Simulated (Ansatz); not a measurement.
## Li started at a second open point in rocksalt LiF, 65 atoms, charge +1

All numbers below come from DFT, PBEsol, PAW, plane waves (Ansatz 0.2.0).

Command:

```sh
ansatz run in.yaml --threads 8 --pin off --max-ram 118750MiB --runs-dir r --events-out ev --progress --plain --backend cuda --devices 0,
```

The input less its lattice and atoms:

```yaml
crystal:
  symmetry: { detect: false }
kpoints:
  mp_grid: { grid: [1, 1, 1], shift: [0.25, 0.25, 0.25] }
hamiltonian:
  xc: pbesol
total_charge: 1
scf:
  occupations: { method: fermi_dirac, width: 0.01 }
relax:
  f_tol: 0.03
  max_steps: 80
  escape_saddle: false
  adjacent_minimum: "off"
output:
  forces: true
  eigenvalues: true
  populations: true
  charged_corrections: { epsilon: 9 }
```

Start:

```
F Li
1.0
     8.01519    0.00000    0.00000
     0.00000    8.01519    0.00000
     0.00000    0.00000    8.01519
F Li
32 33
Direct
  0.24695 0.00132 0.99848
  0.25006 0.00005 0.50555
  0.25130 0.49905 0.00372
  0.25445 0.50074 0.49911
  0.74678 0.99356 0.00031
  0.75236 0.99980 0.50260
  0.75607 0.50053 0.00108
  0.74839 0.49958 0.50099
  0.99762 0.25080 0.99840
  0.99765 0.24994 0.49600
  0.99597 0.75126 0.00283
  0.00227 0.75410 0.50330
  0.50168 0.25225 0.00248
  0.49864 0.24832 0.50109
  0.50172 0.75053 0.99974
  0.50231 0.74911 0.50008
  0.99988 0.99633 0.24948
  0.99568 0.00176 0.75012
  0.00191 0.49859 0.24805
  0.00112 0.49690 0.75118
  0.50321 0.00028 0.24864
  0.49577 0.00364 0.75243
  0.50183 0.50087 0.24993
  0.50069 0.49764 0.75512
  0.25131 0.25009 0.25122
  0.24801 0.25033 0.75487
  0.25176 0.74964 0.25356
  0.24989 0.75192 0.75355
  0.74740 0.25078 0.24626
  0.74984 0.24861 0.75111
  0.74914 0.75395 0.25292
  0.75363 0.75447 0.75125
  0.00083 0.99796 0.99748
  0.99772 0.00252 0.49530
  0.99965 0.50529 0.00421
  0.00101 0.49829 0.50099
  0.50193 0.00120 0.99682
  0.49858 0.99840 0.49506
  0.50046 0.49772 0.00056
  0.49944 0.50296 0.49940
  0.24980 0.24696 0.00104
  0.25221 0.25035 0.50187
  0.24680 0.75219 0.99877
  0.24554 0.74762 0.50239
  0.74537 0.24804 0.99948
  0.74743 0.25525 0.50014
  0.74972 0.74702 0.00264
  0.75376 0.75339 0.49817
  0.25083 0.00146 0.25163
  0.24925 0.00383 0.74640
  0.24760 0.49926 0.25165
  0.24908 0.50122 0.74873
  0.75178 0.00444 0.25179
  0.74886 0.00150 0.75091
  0.74596 0.49823 0.25122
  0.74993 0.50170 0.74799
  0.00284 0.25007 0.24684
  0.99706 0.25427 0.75012
  0.00067 0.74948 0.24703
  0.99882 0.74907 0.75035
  0.50139 0.25229 0.25131
  0.50244 0.25128 0.75111
  0.49816 0.74587 0.25200
  0.49689 0.75079 0.74642
  0.37506 0.37372 0.37733
```

Steps:

```tsv
step	energy less the first (eV)	largest force component (eV/Å)
start	0.000	1.919
1	-1.212	1.405
2	-2.440	0.458
3	-2.624	0.008
4	-2.624	0.008
```

A structure on the way, about -2.44 eV from the start:

```
F Li
1.0
     8.01519    0.00000    0.00000
     0.00000    8.01519    0.00000
     0.00000    0.00000    8.01519
F Li
32 33
Direct
  0.24984 0.00115 0.00070
  0.24936 0.99896 0.50238
  0.24936 0.50075 0.99968
  0.25222 0.50008 0.49923
  0.74920 0.99942 0.00039
  0.74985 0.00086 0.50028
  0.75011 0.50061 0.00104
  0.75060 0.50001 0.50130
  0.99991 0.25074 0.00114
  0.99862 0.25003 0.50006
  0.99945 0.75034 0.00104
  0.00082 0.75003 0.50048
  0.50129 0.25037 0.99923
  0.49872 0.24995 0.49980
  0.49983 0.74959 0.00104
  0.50084 0.75216 0.50155
  0.00031 0.00038 0.25117
  0.99953 0.00092 0.75058
  0.99837 0.50096 0.24935
  0.00067 0.49905 0.74975
  0.50062 0.99893 0.25006
  0.49892 0.00157 0.75075
  0.50009 0.49970 0.25122
  0.50045 0.50006 0.75238
  0.25074 0.25099 0.25084
  0.24893 0.24980 0.75242
  0.24991 0.75181 0.25062
  0.25032 0.74978 0.75039
  0.75095 0.24955 0.24919
  0.74937 0.25036 0.75021
  0.74912 0.75020 0.25180
  0.75055 0.75077 0.75023
  0.99979 0.99930 0.99912
  0.99581 0.99767 0.50026
  0.99564 0.50206 0.99807
  0.99644 0.50100 0.50179
  0.50162 0.99674 0.99632
  0.50090 0.99678 0.50075
  0.50081 0.50101 0.99701
  0.51814 0.52096 0.51995
  0.24842 0.24810 0.99691
  0.23129 0.23131 0.52000
  0.24885 0.75429 0.99623
  0.24671 0.75296 0.50197
  0.75227 0.24961 0.99711
  0.75258 0.25016 0.50216
  0.75014 0.75073 0.00032
  0.75389 0.75451 0.50031
  0.24840 0.99750 0.24901
  0.24959 0.99773 0.75241
  0.22985 0.51993 0.23135
  0.24807 0.50180 0.75352
  0.75331 0.99763 0.24979
  0.75090 0.99989 0.75073
  0.75146 0.50091 0.24923
  0.75293 0.50145 0.75335
  0.99734 0.24935 0.24832
  0.99595 0.25086 0.75447
  0.99631 0.75413 0.24833
  0.99867 0.75092 0.75053
  0.51934 0.23102 0.23107
  0.50213 0.24901 0.75356
  0.50070 0.75240 0.24949
  0.49986 0.75423 0.75328
  0.37515 0.37450 0.37562
```

End:

```xyz
65
Lattice="8.0152 0.0000 0.0000 0.0000 8.0152 0.0000 0.0000 0.0000 8.0152" Properties=species:S:1:pos:R:3 pbc="T T T"
F     2.0068    0.0060    0.0059
F     1.9921    7.9942    4.0211
F     1.9921    4.0205    7.9948
F     2.0052    4.0094    4.0092
F     6.0083    0.0045    0.0049
F     6.0074    0.0061    4.0065
F     6.0072    4.0063    0.0062
F     6.0328    4.0203    4.0209
F     0.0012    2.0115    0.0063
F     7.9894    1.9978    4.0205
F     8.0151    6.0130    0.0050
F     0.0015    6.0113    4.0065
F     4.0161    1.9970    7.9940
F     4.0050    2.0063    4.0101
F     4.0016    6.0116    0.0061
F     4.0157    6.0397    4.0210
F     0.0014    0.0061    2.0116
F     8.0151    0.0048    6.0132
F     7.9888    4.0203    1.9978
F     0.0015    4.0062    6.0115
F     4.0159    7.9929    1.9973
F     4.0016    0.0061    6.0120
F     4.0057    4.0109    2.0069
F     4.0155    4.0202    6.0400
F     2.0038    2.0072    2.0076
F     1.9924    1.9974    6.0394
F     1.9923    6.0392    1.9976
F     2.0067    6.0115    6.0118
F     6.0340    1.9970    1.9973
F     6.0070    2.0115    6.0118
F     6.0071    6.0117    2.0119
F     6.0083    6.0129    6.0131
Li    8.0092    8.0141    8.0140
Li    7.9722    7.9770    4.0161
Li    7.9717    4.0159    7.9773
Li    7.9950    4.0213    4.0215
Li    4.0112    7.9761    7.9765
Li    4.0166    8.0003    4.0219
Li    4.0166    4.0212    8.0010
Li    4.2321    4.2403    4.2408
Li    1.9913    1.9961    8.0007
Li    1.7748    1.7800    4.2389
Li    1.9969    6.0562    7.9770
Li    1.9913    6.0330    4.0219
Li    6.0514    2.0019    7.9768
Li    6.0276    1.9966    4.0217
Li    6.0140    6.0186    8.0145
Li    6.0513    6.0562    4.0161
Li    1.9912    8.0001    1.9966
Li    1.9970    7.9770    6.0561
Li    1.7737    4.2393    1.7802
Li    1.9913    4.0214    6.0337
Li    6.0518    7.9764    2.0022
Li    6.0143    8.0143    6.0187
Li    6.0270    4.0211    1.9968
Li    6.0514    4.0158    6.0564
Li    7.9954    1.9963    1.9964
Li    7.9720    2.0020    6.0563
Li    7.9715    6.0563    2.0018
Li    8.0092    6.0188    6.0189
Li    4.2344    1.7765    1.7780
Li    4.0167    1.9961    6.0331
Li    4.0167    6.0325    1.9966
Li    4.0112    6.0568    6.0571
Li    3.0066    3.0082    3.0075
```

The calculation finished and met its thresholds.

Time: 4.5 s of wall time on one NVIDIA GB300 with 8 processor threads, on a host shared with other runs; peak host memory 1.7 GiB.

Question: How much energy did the relaxation gain, and which atom moved most?

Answer: 2.62 eV in 4 steps, from a start with small random displacements (neighbours that lie too close to an added atom are first pushed off); atom 61 (Li) moved 0.40 Å, the median atom 0.04 Å (drift of the whole cell removed).

The one k point has no symmetry partners, which can distort the end along one axis.
